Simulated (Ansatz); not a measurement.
The parent structure is a 15-atom supercell of Sb2Te3 in the Bi2Te3 type structure (space group R-3m, No. 166; a = 4.276 Å, c = 29.825 Å (hexagonal axes)) at its relaxed geometry.

Computed with Ansatz (a quantum-chemistry and plane-wave program) PBE-D3(BJ), no spin-orbit coupling.

Before the change:

- Mean distance from the defect site to its nearest host atoms: 3.01 Å
- Pressure: 0.0 GPa

Now apply this change: one Sb atom is replaced by Te, atoms relaxed at fixed cell, starting from a slightly rattled geometry.

Tabulated Pauling electronegativity and covalent radius: Sb 2.05, 1.39 Å; Te 2.10, 1.38 Å.

Problem. Predict the new mean distance from the defect site to its nearest host atoms.

Solution. The mean distance from the defect site to its nearest host atoms increases by 0.099 Å to 3.10 Å.

Problem. Estimate the effect on the largest displacement of a host atom from its site in the perfect cell.

Solution. The largest displacement of a host atom from its site in the perfect cell amounts to 0.09 Å.

Problem. What does the calculation give for the pressure after the change?

Solution. The pressure goes from zero to -0.4 GPa.

In so small a cell the defect repeats every few ångströms: this is an ordered compound, not a dilute defect. A case with no gap was solved on a k-mesh chosen for an insulator, which is coarse for it. All final runs are without spin polarisation. The defect cell is not spin-polarised.
